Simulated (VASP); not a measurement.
# Te under changes of volume

One of the cells (34.604 Å³/atom); the others are scaled copies at fixed shape and fractional positions:

```
Te
1.0
     4.48350    0.00000    0.00000
    -2.24175    3.88282    0.00000
     0.00000    0.00000    5.96323
Te
3
Cartesian
  1.6387 2.8383 0.0000
  -0.6030 1.0445 3.9755
  1.2061 0.0000 1.9877
```

- Program: VASP 6.6.1
- Functional: PBE
- Potentials or basis: VASP PAW PBE potentials, release 64 (Te)
- Cutoff: 520 eV
- k mesh: 7 × 7 × 5
- Occupations: fermi-dirac, width 0.05 eV
- Spin: no spin polarisation

```tsv
volume (Å³/atom)	energy over the lowest point (meV/atom)	pressure (GPa)	gap on the mesh (eV)	largest force (eV/Å)
31.890	44.71	5.1	0.61	0.520
32.568	25.92	3.8	0.62	0.391
33.247	12.60	2.5	0.62	0.271
34.604	?	?	?	?
35.282	0.00	-0.4	0.64	0.041
35.961	3.38	-1.2	0.64	0.132
```

What does the run at 34.604 Å³/atom give?

Energy over the lowest point 0.13 meV/atom; pressure 0.5 GPa; gap on the mesh 0.63 eV; largest force 0.055 eV/Å.

Worked out: A Birch-Murnaghan fit of order 3 (a polynomial in V^(-2/3)) to the other rows has its minimum at 34.96 Å³/atom with B0 = V·E''(V) = 45 GPa and B' = 4.7 at fixed shape and positions, which overstates the stiffness. It gives 0.13 meV/atom at 34.604 Å³/atom, against the run's 0.13, and -dE/dV = 0.5 GPa, against 0.5. A straight line through the other rows of the gap, of slope 0.254 eV per unit of ln V, gives 0.63 eV, against the run's 0.63.

Energies are extrapolated to zero smearing.

Caveats: spin-orbit coupling is left out, which moves the levels of the heavy elements; an odd mesh through Γ misses points on the zone boundary, where band edges often lie.
